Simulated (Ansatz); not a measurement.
## Ionic part of the dielectric constant of Li₂S, mode by mode

The calculation used DFT PBEsol, scalar-relativistic, plane waves, PAW (Ansatz). Plane waves to 420 eV; Γ-centred k mesh 8×8×8; fixed occupations. No spin polarisation. Phonons by linear response, acoustic sum rule imposed.

It takes space group Fm-3m (No. 225, cubic). The conventional cell has a = 5.655 Å, b = 5.655 Å, c = 5.655 Å, α = 90.00°, β = 90.00°, γ = 90.00°. Around Li (site symmetry -43m) lie 4 S at 2.45 Å. S (site symmetry m-3m) has 8 Li at 2.45 Å as nearest neighbours.

The primitive cell has V = 45.20 Å³ and ε∞,zz = 3.962. Each polar mode adds Δε = (4.92064×10⁷/V)·S/ν² along z, with S its oscillator strength in e²/amu, ν in cm⁻¹ and V in Å³.

Q: From these modes, find each Δε and ε0,zz.
| ν (cm⁻¹) | S_zz (e²/amu) |
| --- | --- |
| 334.9 | 0.36 |

A:
```
ν (cm⁻¹)    Δε
   334.9  3.49
```

The sum is 3.494, so ε0,zz = 7.46; the run's tensor has 7.46.

Q: Where do the longitudinal modes lie for a wave vector along z?

A: At 459 cm⁻¹. The Lyddane–Sachs–Teller product Π(ν_LO/ν_TO)² = 1.88 matches ε0/ε∞ = 1.88.

Cost: 1 run of about 0.67 core-minutes, on AMD EPYC 9R45 (Zen 5) (shared hosts).